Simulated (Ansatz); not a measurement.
A plane-wave DFT run in Ansatz 0.2.0 (scalar-relativistic PAW potentials unless the input names others): input and command.

```yaml
crystal:
  lattice:
    - [-0.4627172392, 1.9306477911, 1.9306477911]
    - [1.9306477911, -0.4627172392, 1.9306477911]
    - [1.9306477911, 1.9306477911, -0.4627172392]
  atoms:
    - { symbol: Mg, position: [0.0, 0.0, 0.0] }
    - { symbol: O, position: [0.5, 0.5, 0.5] }
basis:
  ecutwfc: 420
  precision: f64
kpoints:
  mp_grid: { grid: [10, 10, 10] }
hamiltonian:
  xc: pbe
scf:
  occupations: { method: methfessel_paxton, width: 0.2 }
  lower_state_search: light
  eigensolver: { kind: davidson }
output:
  forces: true
  eigenvalues: true
  stress: true
```

```bash
ansatz run input.yaml --threads 1 --pin off --max-ram 2560MiB --backend cpu --events-out ev --progress --plain --runs-dir out
```

Abridged log:
```
Basis set: ecut = 420 eV, 397 PW (Γ), exchange–correlation on 40×40×40 points (8 copies of the dense FFT grid, shifted against one another)
Bands: 12, of which v1, the nominal top of the filled ones, is band 8 counted from 1 (7 counted from 0)
Symmetry: 12 space group operations
k-points: 116 of 1000
SCF iter   1: F=—  HF=-2493.298483 eV  |F-HF|=—  |Δ(HF+E_count)|=         —  Δρ=2.71e-3  dr2=1.10e-3  ethr=1.77e-3  ⟨swp⟩=7.3  Hψ=6260  notcnv=0
SCF iter   2: F=—  HF=-2493.298483 eV  |F-HF|=—  |Δ(HF+E_count)|=   2.91e-7  S|Δr|=    0.00e0  Δρ=1.11e-3  dr2=1.72e-4  ethr=6.89e-6  ⟨swp⟩=3.0  Hψ=2603  notcnv=0  defer=1
SCF iter   3: F=—  HF=-2493.298516 eV  |F-HF|=—  |Δ(HF+E_count)|=   3.27e-5  S|Δr|=    0.00e0  Δρ=1.59e-4  dr2=2.83e-6  ethr=1.84e-8  ⟨swp⟩=3.2  Hψ=5158  notcnv=0
automatic band count: iteration 3 solves 11 bands in place of 12: the levels show a gap, and the empty bands left out lie too high to hold charge; the band table lists the bands solved (type scf.n_extra_bands for more)
SCF iter   4: F=-2493.298508 eV  HF=-2493.298508 eV  |F-HF|=5.30e-8  |Δ(HF+E_count)|=   7.63e-6  S|Δr|=    0.00e0  Δρ=2.22e-5  dr2=7.79e-8  ethr=1.77e-8  ⟨swp⟩=3.0  Hψ=2774  notcnv=0
SCF 1 converged in 4 iterations: F = -2493.298508 eV  dr2 = 7.79e-8
  Residual-converged pass: ⟨swp⟩=3.1  Hψ=3101  notcnv=0  max |occ|·‖R‖ = 6.6e-6 eV (tolerance 6.7e-6 eV) dr2=7.67e-8  dr2_onsite=2.84e-8  max |Δocc| = 7.0e-24
SCF converged after 4 iterations
Stability not checked: this state was not tested for a lower state beside it, because cold or Methfessel-Paxton smearing, or corrected tetrahedra, fill the levels in a way that the test cannot read (fill_not_monotonic; see scf.lower_state_search)
Free energy (F): -2493.298508 eV
Harris-Foulkes:  -2493.298508 eV  (|F-HF|=5.30e-8)
Internal energy: -2493.298508 eV  (E = F + TS)
E sigma→0 (E₀):  -2493.298508 eV
Fermi energy:    10.102440 eV
Step filling:    the computed levels leave a gap of 2.6552 eV = 13.3 smearing widths at the electron count; against every level under it full and every level over it empty, smearing changes F+E_penalty+E_count by +8.06e-21 meV and its σ→0 estimate by -1.72e-19 meV
--- Forces (eV/Å), atoms counted from 1 ---
  atom   1  Mg     0.00000000     0.00000000     0.00000000
  atom   2  O      0.00000000     0.00000000     0.00000000
--- Stress (GPa, compression-positive) ---
       -1.829398      14.038316      14.038316
       14.038316      -1.829398      14.038316
       14.038316      14.038316      -1.829398
  P = ⅓ Tr σ = -1.8294 GPa (-18.294 kbar)
```

Apart from outputs and empty bands, the input differs from a reference run on usual settings in scf.lower_state_search: not typed → "light"; scf.eigensolver.kind: not typed → "davidson"; basis.precision: not typed → "f64"; scf.occupations.method: "gaussian" → "methfessel_paxton"; scf.occupations.width: 0.05 → 0.2. The reference, at the same geometry (not necessarily relaxed), gave pressure -1.83 GPa, largest force 0.000 eV/Å, gap on the mesh 2.66 eV. This run converged in 4 SCF iterations (reference: 6) with an energy at zero smearing within 0.01 meV/atom of the reference's, pressure -1.83 GPa, largest force 0.000 eV/Å, gap on the mesh 2.66 eV.

Time: 1.5 s on 1 thread of Intel(R) Xeon(R) Platinum 8488C (Sapphire Rapids), on a shared host, peak memory 0.32 GiB.